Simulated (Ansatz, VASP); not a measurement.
**Two plane-wave programs on SnO2**

```xyz
6
Lattice="4.6238 0.0000 0.0000 0.0000 4.6239 0.0000 0.0000 0.0000 3.3814" Properties=species:S:1:pos:R:3 pbc="T T T"
Sn    2.3119    2.3119    1.6907
Sn    0.0000    0.0000    0.0000
O     1.4243    1.4243    0.0000
O     3.7362    0.8876    1.6907
O     0.8876    3.7362    1.6907
O     3.1995    3.1996    0.0000
```

Change from the starting cell: uniaxial strain along c, a, b and atoms relaxed: +6.0 %.

Alike in both runs: functional LDA; k mesh 6 × 6 × 8; occupations gaussian, width 0.02 eV; no spin polarisation.

Ansatz relaxed the structure, and its values are those at the end. VASP's run is a single point on that final structure, the one shown.

|  | VASP | Ansatz |
| --- | --- | --- |
| version | VASP 6.6.1 | Ansatz 0.2.0 |
| potentials or method | VASP PAW LDA potentials, release 64 (Sn_d, O) | scalar-relativistic, plane waves, PAW |
| plane-wave cutoff (eV) | 520 | 420 |
| valence electrons in the cell | 52 | 52 |

|  | VASP | Ansatz | Ansatz less VASP |
| --- | --- | --- | --- |
| gap on the k mesh at the Fermi level (eV) | 0.82 | 0.78 | -0.037 |
| least direct gap on the mesh (eV) | 0.82 | 0.78 | -0.037 |
| pressure (GPa) | -4.4 | -5.3 | -0.97 |
| rms of the force components (eV/Å) | 0.005 | 0.000 | -0.0047 |

Caveats: spin-orbit coupling is left out, which moves the levels of the heavy elements.
